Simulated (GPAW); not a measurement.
# SiC (Moissanite) (P6_3mc) in GPAW: single point with PBE

Aim: the single point of SiC (Moissanite) with PBE.

Program: GPAW 26.7.0. These are calculated values, not measurements. Logs are shortened: lines on timing, memory, paths and dates and some standing lists are left out, and cuts for length are marked. The log counts tension as positive stress, the text compression.

## Step 1: Starting point

The structure is hexagonal, space group P6_3mc (No. 186). Conventional cell: a = 3.076 Å, b = 3.076 Å, c = 5.048 Å, α = 90.00°, β = 90.00°, γ = 120.00°. Around Si (site symmetry 3m) lie 4 C at 1.87 to 1.94 Å. C (site symmetry 3m) has 4 Si at 1.87 to 1.94 Å as nearest neighbours.

## Step 2: Single point, PBE

File run.py:

```python
from ase.dft.bandgap import bandgap
from ase.io import read, write
from ase.units import GPa
from gpaw import GPAW, PW

atoms = read('SiC.xyz')

calc = GPAW(mode=PW(600),
            xc='PBE',
            kpts={'size': (8, 8, 4), 'gamma': True},
            occupations={'name': 'fermi-dirac', 'width': 0.05},
            nbands=18,
            maxiter=120,
            txt='gpaw.txt')
atoms.calc = calc
energy = atoms.get_potential_energy()
forces = atoms.get_forces()
stress = atoms.get_stress()
calc.write('gs.gpw')
write('result.traj', atoms)
print(f'Energy: {energy:.6f} eV')
print('Forces (eV/A):')
print(forces.round(4))
print('Stress (GPa):', (stress / GPa).round(3))
print('Fermi level:', round(calc.get_fermi_level(), 4), 'eV')
print(f'Gap: {bandgap(calc)[0]:.4f} eV, direct: {bandgap(calc, direct=True)[0]:.4f} eV')
```

File SiC.xyz:

```xyz
4
Lattice="3.0760000000 0.0000000000 0.0000000000 -1.5380000000 2.6638941420 0.0000000000 0.0000000000 0.0000000000 5.0480000000" Properties=species:S:1:pos:R:3 pbc="T T T"
Si     1.5380000002      0.8879647139      2.5240000000
Si    -0.0000000002      1.7759294281      0.0000000000
C      1.5380000002      0.8879647139      4.4674800000
C     -0.0000000002      1.7759294281      1.9434800000
```

Potentials or basis: GPAW PAW data sets (gpaw-data 1.2.1), pw.

Started as:

```
$ OMP_NUM_THREADS=1 python run.py
```

gpaw.txt:

```text
__  _  _
 | _ |_)|_||  |
 |__||  | ||/\| - 26.7.0

Input parameters:
  mode=PW(ecut=600.0),
  kpts=MonkhorstPack(size=(8, 8, 4), gamma=True),
  maxiter=120,
  nbands=18,
  occupations=Occupations(name='fermi-dirac', width=0.05),
  xc=XC(name='PBE')

Diagonalizing LCAO Hamiltonian
Converting LCAO to pw mode

           C

           Si
        C

        Si

Atoms  # Å, Bohr magnetons
|   | symbol |         x |        y |        z |    initial magnetic moments |
|---|--------|-----------|----------|----------|-----------------------------|
| 0 |     Si |  1.538000 | 0.887965 | 2.524000 | ( 0.0000,  0.0000,  0.0000) |
| 1 |     Si | -0.000000 | 1.775929 | 0.000000 | ( 0.0000,  0.0000,  0.0000) |
| 2 |      C |  1.538000 | 0.887965 | 4.467480 | ( 0.0000,  0.0000,  0.0000) |
| 3 |      C | -0.000000 | 1.775929 | 1.943480 | ( 0.0000,  0.0000,  0.0000) |

Unit cell  # Å
| periodic |         x |        y |        z |  lengths |     angles |
|----------|-----------|----------|----------|----------|------------|
|      yes |  3.076000 | 0.000000 | 0.000000 | 3.076000 |  90.000000 |
|      yes | -1.538000 | 2.663894 | 0.000000 | 3.076000 |  90.000000 |
|      yes |  0.000000 | 0.000000 | 5.048000 | 5.048000 | 120.000000 |

Number of symmetries: 6
Symmetry operations  # r_c * U_cc + t_c -> r_c
|   | kind |            matrix            |
|---|------|------------------------------|
| 0 |  σ   |  1, 1, 0,  0,-1, 0,  0, 0, 1 |
| 1 |  E   |  1, 0, 0,  0, 1, 0,  0, 0, 1 |
| 2 |  C3  |  0, 1, 0, -1,-1, 0,  0, 0, 1 |
| 3 |  σ   |  0,-1, 0, -1, 0, 0,  0, 0, 1 |
| 4 |  σ   | -1, 0, 0,  1, 1, 0,  0, 0, 1 |
| 5 |  C3  | -1,-1, 0,  1, 0, 0,  0, 0, 1 |

BZ-sampling:
  Number of BZ points: 256
  Number of IBZ points: 35

  Monkhorst-Pack size: [8, 8, 4]
  Monkhorst-Pack shift: [0.0625, 0.0625, 0.125]

K-points  # in reciprocal-cell coordinates
|     |                                coordinates |     weight |
|-----|--------------------------------------------|------------|
|   0 | (  0.00000000,   0.00000000,   0.00000000) | 0.00390625 |
|   1 | (  0.00000000,   0.00000000,   0.25000000) | 0.00781250 |
|   2 | (  0.00000000,   0.00000000,   0.50000000) | 0.00390625 |
|   3 | (  0.12500000,   0.00000000,  -0.25000000) | 0.02343750 |
|   4 | (  0.12500000,   0.00000000,   0.00000000) | 0.02343750 |
|   5 | (  0.12500000,   0.00000000,   0.25000000) | 0.02343750 |
|   6 | (  0.12500000,   0.00000000,   0.50000000) | 0.02343750 |
|   7 | (  0.25000000,  -0.12500000,   0.00000000) | 0.02343750 |
|   8 | (  0.25000000,  -0.12500000,   0.25000000) | 0.04687500 |
|   9 | (  0.25000000,  -0.12500000,   0.50000000) | 0.02343750 |
| ... |                                            |            |
|  34 | (  0.50000000,   0.50000000,   0.50000000) | 0.01171875 |

Plane wave coefficients: 1392
Cutoff: 600.0 eV

Spin-components: 1 (collinear spins)
Bands:           18
Projectors:      20
Spin-degeneracy: 2
Datatype:        complex128

Parallelization:
  kpt:    1
  domain: 1
  band:   1

Density:
  Valence electrons: 16.0
  Components: 1
  Grid points: [18 18 30]
  Charge: 0.0  # |e|

Potential:
  Grid points: [18 18 30]

species:
  Si:
    name:    Silicon
    Z:       14.0
    valence: 4
    core:    10
    charge:  0.0  # [|e|]
    compensation charges:
      type: gauss
      rc: 0.33  # [Å]
      lmax: 2
    cutoffs:
      filter: 1.86  # [Å]
      core: 2.06  # [Å]
    projectors
    | kind |    occ | energy [eV] | rcut [Å] |
    |------|--------|-------------|----------|
    |   3s |  2.000 |     -10.812 |    1.058 |
    |   3p |  2.000 |      -4.081 |    1.058 |
    |    s |        |      16.399 |    1.058 |
    |    p |        |      23.130 |    1.058 |
    |    d |        |       0.000 |    1.058 |

    Using partial waves for Si as LCAO basis

  C:
    name:    Carbon
    Z:       6.0
    valence: 4
    core:    2
    charge:  0.0  # [|e|]
    compensation charges:
      type: gauss
      rc: 0.20  # [Å]
      lmax: 2
    cutoffs:
      filter: 1.14  # [Å]
      core: 1.14  # [Å]
    projectors
    | kind |    occ | energy [eV] | rcut [Å] |
    |------|--------|-------------|----------|
    |   2s |  2.000 |     -13.751 |    0.635 |
    |   2p |  2.000 |      -5.284 |    0.635 |
    |    s |        |      13.461 |    0.635 |
    |    p |        |      21.927 |    0.635 |
    |    d |        |       0.000 |    0.635 |

    Using partial waves for C as LCAO basis

Reference energy: -17827.944731  # eV

eigensolver:
  PPCG
  Converge bands: occupied
  niter=2

density mixing:
  MSR1-Mixer
  Pratt-step length: 0.05
  Maximum mixing coefficient: 0.75
  Old densities: 10
  SVD Regularization: 0.005
  Good broyden scale: 1.0
  Trust region scale: 1.0
  Backstep threshold: 4.0
  History deletion threshold: 6.0
  Fourier metric: weight=20.0, sigma=0.015

occupation numbers:
  Fermi-Dirac:
    width: 0.0500  # eV

poisson solver:
  ecut: 4800.0  # eV

xc functional:
  name: PBE with 2 nearest neighbor stencil

convergence criteria:
- Maximum [total energy] change in last 3 cyles: 0.0005 eV / valence electron
- Maximum integral of absolute [dens]ity change: 0.0001 electrons / valence electron
- Maximum integral of absolute [eigenst]ate change: 4e-08 eV^2 / valence electron
maximum number of iterations: 120

SCF iterations
|iter     | |      energy | eigst |  dens |
|---------|-|-------------|-------|-------|
|iter:   1| |  -33.153988 | -0.14 |       |
|iter:   2| |  -32.400482 | -2.23 | -0.56 |
|iter:   3| |  -29.874549 | -0.87 | -0.61 |
|iter:   4| |  -29.885351 | -2.81 | -1.31 |
|iter:   5| |  -29.891887 | -3.45 | -1.68 |
|iter:   6| |  -29.892018c| -5.36 | -2.67 |
|iter:   7| |  -29.892027c| -6.60 | -3.28 |
|iter:   8| |  -29.892027c| -7.90c| -4.09c|

Converged in 8 steps
Energy contributions relative to reference atoms: (reference = -17827.944731)

Energy contributions:
  Kinetic:          32.742120
  Coulomb:         -27.433953
  Zero:             -0.036791
  External:          0.000000
  Xc:              -35.163402
  Entropy:          -0.000000
  Spinorbit:         0.000000
  ----------------------------
  Free energy:     -29.892027
  Extrapolated:    -29.892027

dipole moment: (0.000033, -0.000022, -8.924793)  # |e|*Ang

Fermi level: 9.992
Eigenvalues  # (at kpt = [0.000, 0.000, 0.000])
| band index |      eig [eV] | occ [0-2] |
|------------|---------------|-----------|
|          0 |        -7.183 |     2.000 |
|          1 |        -3.678 |     2.000 |
|          2 |        -0.152 |     2.000 |
|          3 |         6.992 |     2.000 |
|          4 |         6.992 |     2.000 |
|          5 |         8.277 |     2.000 |
|          6 |         8.277 |     2.000 |
|          7 |         8.553 |     2.000 |
|          8 |        13.177 |     0.000 |
|          9 |        14.598 |     0.000 |
|         10 |        15.046 |     0.000 |
|         11 |        15.046 |     0.000 |
|         12 |        16.104 |     0.000 |
|         13 |        17.245 |     0.000 |
|         14 |        17.246 |     0.000 |
|         15 |        19.921 |     0.000 |
|        ... |               |           |
|         17 |        19.927 |     0.000 |

Gap: 2.571 eV
Transition (v -> c):
  (s=0, k=0, n=7, [0.00, 0.00, 0.00]) -> (s=0, k=22, n=8, [0.38, 0.38, 0.00])
Direct/indirect transitions are different
Direct gap: 4.070 eV
Transition at: (s=0, k=32, n=7, [0.50, 0.50, 0.00])

Forces  # eV/Ang
|        x |       y |        z |
|----------|---------|----------|
|  0.00000 | 0.00000 |  0.76729 |  # Si   0
| -0.00000 | 0.00000 |  0.77017 |  # Si   1
| -0.00000 | 0.00000 | -0.76789 |  # C    2
|  0.00000 | 0.00000 | -0.77030 |  # C    3

Stress tensor  # eV/Ang^3
|         x |         y |         z |
|-----------|-----------|-----------|
| -0.043026 |  0.000000 |  0.000000 |
|  0.000000 | -0.043026 | -0.000000 |
|  0.000000 | -0.000000 | -0.010949 |

# Writing to gs.gpw (mode='')
```

Wall time 13 s (1 thread of Arm Neoverse V2, shared host); peak memory 0.18 GiB.

What came out:

- Free energy: -29.8920 eV
- Pressure: 5.2 GPa
- Largest force: 0.770 eV/Å
- Band gap on the k mesh: 2.57 eV, indirect (least direct gap 4.07 eV)

Forces on the atoms (eV/Å):
```
Si   0.000  0.000  0.767
Si   0.000  0.000  0.770
C    0.000  0.000 -0.768
C    0.000  0.000 -0.770
```

Caveat: the cutoff is short for stress and forces, so pressures can be off by a GPa or more. A k mesh can miss the band edges.
